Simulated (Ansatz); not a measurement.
# HfC (Fm-3m) in Ansatz: convergence with smearing width

Aim: find how far smearing width must go before the results for HfC settle, at PBEsol. This setting moves, with any that are tied to it; all else stays.

Program: Ansatz 0.2.0. These are calculated values, not measurements. Logs are shortened: lines on timing, memory, paths and dates and some standing lists are left out, and cuts for length are marked.

### Step 1. Starting point

It takes space group Fm-3m (No. 225, cubic). Conventional cell: a = 4.650 Å, b = 4.650 Å, c = 4.650 Å, α = 90.00°, β = 90.00°, γ = 90.00°. Hf (site symmetry m-3m) has 6 C at 2.33 Å as nearest neighbours. Around C (site symmetry m-3m) lie 6 Hf at 2.33 Å.

### Step 2. With smearing width 0.3 eV

Contents of input.yaml:

```yaml
crystal:
  lattice:
    - [0.0, 2.325, 2.325]
    - [2.325, 0.0, 2.325]
    - [2.325, 2.325, 0.0]
  atoms:
    - { symbol: Hf, position: [0.5, 0.5, 0.5] }
    - { symbol: C, position: [0.0, 0.0, 0.0] }
kpoints:
  mp_grid: { grid: [10, 10, 10] }
scf:
  occupations: { method: fermi_dirac, width: 0.3 }
hamiltonian:
  xc: pbesol
  pseudopotentials: { kind: all_electron, lapw: { basis_error: 0.001 } }
output:
  forces: true
  stress: true
  eigenvalues: true
```

Potentials or basis: all-electron LAPW, scalar-relativistic.

Command:

```sh
> ansatz run input.yaml --threads 1 --pin off --max-ram 3072MiB --backend cpu --events-out ev --progress --plain --runs-dir out
```

The log of the run:

```text
Warning: RAYON_NUM_THREADS=1 ignored (pool sized by the plan → 1); use --threads N
LAPW: plane waves up to 8.910 Å⁻¹, error target 1.0e-3 eV per atom; small_component_spin mean_spin; C in spheres of 0.956 Å, 6 of its electrons in bands, Dirac shells []; Hf in spheres of 1.369 Å, 42 of its electrons in bands, Dirac shells [] (how accurate: hamiltonian.pseudopotentials.lapw.basis_error, Limitations)
band count auto-derived: 30 (N_el = 48.0; filled up to band 24; 29 by the electrons, moments and atoms)
Engine: ansatz 0.2.0, x86_64-unknown-linux-gnu
Pseudopotentials: kind: all_electron
Pseudopotential: Hf, LAPW, valence charge 42, lapw/all_electron/scalar/gaussian/Hf, Koelling and Harmon's equation, gaussian nucleus
Pseudopotential: C, LAPW, valence charge 6, lapw/all_electron/scalar/gaussian/C, Koelling and Harmon's equation, gaussian nucleus
Functional definition: PBEsol
  exchange = pbesol_x
  correlation = pbesol_c
Crystal: 2 atoms, lattice volume = 25.136 Å³
Basis set: ecut = 302.4548903853716 eV, 307 PW (Γ), exchange–correlation at level 2
Bands: 30, of which v1, the nominal top of the filled ones, is band 24 counted from 1 (23 counted from 0)
Symmetry: 48 space group operations
Space group: Fm-3m (ITA 225), of the structure as read, at distance tolerance 2.9e-5 Å
k-points: 47 of 1000
Non-local potential: Hf, projectors of the file, none
Non-local potential: C, projectors of the file, none
Initial density: superposition of atomic densities (chi_scale 0.1, normalization cell, long waves kept (reshape's long-wave potential 0.00 eV rms))
Initial wavefunctions: plane waves of lowest kinetic energy (no species holds an atomic orbital)
Functional: x = pbesol(κ = 0.804, μ = 0.12345679012345678), c = pbesol(β = 0.046)
[... 14 lines left out ...]
SCF 1 converged in 10 iterations: F = -411161.573150 eV  dr2 = 3.78e-8
SCF converged after 10 iterations
Free energy (F): -411161.573150 eV
Harris-Foulkes:  -411161.573150 eV  (|F-HF|=3.36e-8)
Internal energy: -411161.460843 eV  (E = F + TS)
E sigma→0 (E₀):  -411161.516997 eV
Entropy (-TS):   -0.112307 eV (-56.154 meV/atom)
Fermi energy:    20.358837 eV
--- Per-component energies (eV) ---
  E_band       = -4277.730019
  E_kinetic    = 457329.530770
  E_xc         = -8434.123678
  E_electrostatic = -860056.867936  (all electrons and nuclei)
  E_smearing   = -0.112307  (= −TS)
  E_closure    = 0.000000  (closes the sum)
  E_atoms      = -411142.005238  (free atoms, spherical and without spin; not in F)
  Σ components = -411161.573150   (vs F -411161.573150, Δ=0.00e0)
  Basis errors (estimates in eV, not in F): energy 3.6e-4 per atom: plane waves 3.2e-4 (1.8e-4 summed), levels above the bands 4.5e-18, relativity 3.2e-8, radial functions 3.8e-5, core shells 1.1e-7; eigenvalues (radial functions only) 9.1e-6; not estimated: angular momenta, meshes, grids; target (lapw.basis_error) 1.0e-3; muffin-tin radii C 0.956 Å, Hf 1.369 Å
--- Forces (eV/Å), atoms counted from 1 ---
  atom   1  Hf    -0.00000000    -0.00000000    -0.00000000
  atom   2  C     -0.00000000     0.00000000    -0.00000000
  max |Σ_I F_I| component: 1.91e-30 eV/Å
--- Stress (GPa, compression-positive) ---
       -6.300089      -0.000000       0.000000
       -0.000000      -6.300089      -0.000000
        0.000000      -0.000000      -6.300089
  P = ⅓ Tr σ = -6.3001 GPa (-63.001 kbar)
--- Band table (eV; the first three rows and the last of 47) ---
  k-point 0: bands = ["-351.8761", "-351.8761", "-351.8761", "-242.9487", "-179.9656", "-179.9656", "-179.9656", "-179.9487", "-179.9487", "-40.7333", "-9.1906", "-9.1906", "-9.1906", "8.0165", "9.2873", "9.2950", "9.2950", "9.2950", "9.3772", "9.3772", "9.3772", "21.3941", "21.3941", "21.3941", "21.6466", "21.6466", "21.6466", "23.6622", "23.6622", "27.0962"]
  k-point 1: bands = ["-351.8761", "-351.8761", "-351.8761", "-242.9487", "-179.9656", "-179.9656", "-179.9656", "-179.9487", "-179.9487", "-40.7295", "-9.2602", "-9.1973", "-9.1973", "8.2596", "9.2909", "9.3008", "9.3008", "9.3017", "9.3717", "9.3717", "9.3774", "19.9737", "20.3643", "20.3643", "22.0690", "22.0690", "22.4704", "24.7833", "24.7833", "27.6434"]
  k-point 2: bands = ["-351.8761", "-351.8761", "-351.8761", "-242.9487", "-179.9656", "-179.9656", "-179.9656", "-179.9487", "-179.9487", "-40.7193", "-9.4379", "-9.2149", "-9.2149", "8.8809", "9.3011", "9.3162", "9.3162", "9.3583", "9.3583", "9.3780", "9.3802", "18.1928", "19.1047", "19.1047", "22.8124", "22.8124", "23.0125", "26.7743", "26.7743", "28.7870"]
  k-point 46: bands = ["-351.8761", "-351.8761", "-351.8761", "-242.9487", "-179.9656", "-179.9656", "-179.9656", "-179.9487", "-179.9487", "-40.6790", "-9.6674", "-9.5544", "-9.4372", "9.2807", "9.3198", "9.3244", "9.3244", "9.3463", "9.3515", "9.3515", "10.6779", "17.5654", "17.5688", "17.6670", "22.9699", "24.9526", "27.0350", "27.2185", "28.6615", "32.7234"]
```

Run time: 8.2 s. Hardware: 1 thread of Intel Xeon Platinum 8488C (Sapphire Rapids), shared host; peak memory 0.37 GiB.

What came out:

```
Free energy            : -411161.5732 eV
Pressure               : -6.3 GPa
Band gap on the k mesh : none (metal or under the smearing width)
```

### Step 3. With smearing width 0.2 eV

input.yaml: that of step 2 with these lines changed.

```diff
@@ -11,3 +11,3 @@
 scf:
-  occupations: { method: fermi_dirac, width: 0.3 }
+  occupations: { method: fermi_dirac, width: 0.2 }
 hamiltonian:
```

Potentials or basis: all-electron LAPW, scalar-relativistic.

Command:

```sh
> ansatz run input.yaml --threads 1 --pin off --max-ram 3072MiB --backend cpu --events-out ev --progress --plain --runs-dir out
```

Run time: 8 s. Hardware: 1 thread of Intel Xeon Platinum 8488C (Sapphire Rapids), shared host; peak memory 0.37 GiB.

Results:

- Free energy: -411161.5435 eV
- Pressure: -6.4 GPa
- Band gap on the k mesh: none (metal or under the smearing width)

### Step 4. With smearing width 0.15 eV

input.yaml: that of step 3 with these lines changed.

```diff
@@ -11,3 +11,3 @@
 scf:
-  occupations: { method: fermi_dirac, width: 0.2 }
+  occupations: { method: fermi_dirac, width: 0.15 }
 hamiltonian:
```

Command:

```sh
> ansatz run input.yaml --threads 1 --pin off --max-ram 3072MiB --backend cpu --events-out ev --progress --plain --runs-dir out
```

It took 7.1 s on 1 thread of Intel Xeon Platinum 8488C (Sapphire Rapids), shared host; peak memory 0.37 GiB.

Results:

| Item | Value |
| --- | --- |
| Free energy | -411161.5338 eV |
| Pressure | -6.5 GPa |
| Band gap on the k mesh | none (metal or under the smearing width) |

### Step 5. With smearing width 0.1 eV

input.yaml: that of step 4 with these lines changed.

```diff
@@ -11,3 +11,3 @@
 scf:
-  occupations: { method: fermi_dirac, width: 0.15 }
+  occupations: { method: fermi_dirac, width: 0.1 }
 hamiltonian:
```

Command:

```sh
> ansatz run input.yaml --threads 1 --pin off --max-ram 3072MiB --backend cpu --events-out ev --progress --plain --runs-dir out
```

It took 7 s on 1 thread of Intel Xeon Platinum 8488C (Sapphire Rapids), shared host; peak memory 0.37 GiB.

Results:

```yaml
Free_energy: -411161.5271 eV
Pressure: -6.5 GPa
Band_gap_on_the_k_mesh: none (metal or under the smearing width)
```

### Step 6. With smearing width 0.05 eV

input.yaml: that of step 5 with these lines changed.

```diff
@@ -11,3 +11,3 @@
 scf:
-  occupations: { method: fermi_dirac, width: 0.1 }
+  occupations: { method: fermi_dirac, width: 0.05 }
 hamiltonian:
```

Potentials or basis: all-electron LAPW, scalar-relativistic.

Command:

```sh
> ansatz run input.yaml --threads 1 --pin off --max-ram 3072MiB --backend cpu --events-out ev --progress --plain --runs-dir out
```

Wall time 7 s (1 thread of Intel Xeon Platinum 8488C (Sapphire Rapids), shared host); peak memory 0.37 GiB.

Results:

- Free energy: -411161.5229 eV
- Pressure: -6.5 GPa
- Band gap on the k mesh: none (metal or under the smearing width)

### Step 7. With smearing width 0.025 eV

input.yaml: that of step 6 with these lines changed.

```diff
@@ -11,3 +11,3 @@
 scf:
-  occupations: { method: fermi_dirac, width: 0.05 }
+  occupations: { method: fermi_dirac, width: 0.025 }
 hamiltonian:
```

Command:

```sh
> ansatz run input.yaml --threads 1 --pin off --max-ram 3072MiB --backend cpu --events-out ev --progress --plain --runs-dir out
```

Wall time 6.9 s (1 thread of Intel Xeon Platinum 8488C (Sapphire Rapids), shared host); peak memory 0.37 GiB.

Results (log left out):

```yaml
Free_energy: -411161.5219 eV
Pressure: -6.5 GPa
Band_gap_on_the_k_mesh: none (metal or under the smearing width)
```

### Step 8. With smearing width 0.01 eV

input.yaml: that of step 7 with these lines changed.

```diff
@@ -11,3 +11,3 @@
 scf:
-  occupations: { method: fermi_dirac, width: 0.025 }
+  occupations: { method: fermi_dirac, width: 0.01 }
 hamiltonian:
```

Command:

```sh
> ansatz run input.yaml --threads 1 --pin off --max-ram 3072MiB --backend cpu --events-out ev --progress --plain --runs-dir out
```

Run time: 7.2 s. Hardware: 1 thread of Intel Xeon Platinum 8488C (Sapphire Rapids), shared host; peak memory 0.37 GiB.

The run converged. Its results:

```
Free energy            : -411161.5216 eV
Pressure               : -6.5 GPa
Band gap on the k mesh : none (metal or under the smearing width)
```

### Step 9. Result

```csv
smearing width,"energy less the tightest run, at zero smearing (meV/atom)",pressure (GPa),SCF cycles,CPU time (s),peak memory (GiB)
0.3 eV,2.23,-6.30,10,8.2,0.37
0.2 eV,0.21,-6.43,10,8,0.37
0.15 eV,-0.04,-6.45,8,7.1,0.37
0.1 eV,-0.07,-6.46,8,7,0.37
0.05 eV,-0.03,-6.48,8,7,0.37
0.025 eV,-0.06,-6.49,8,6.9,0.37
0.01 eV,0.00,-6.49,8,7.2,0.37
```

Against the tightest run, the energy stays within 1 meV/atom from 0.2 eV on; the pressure stays within 0.1 GPa from 0.2 eV on. Narrower smearing needs a denser k mesh, so at a fixed mesh the narrowest width isn't the most accurate. The tightest run that finished is the yardstick and may itself not be fully converged.
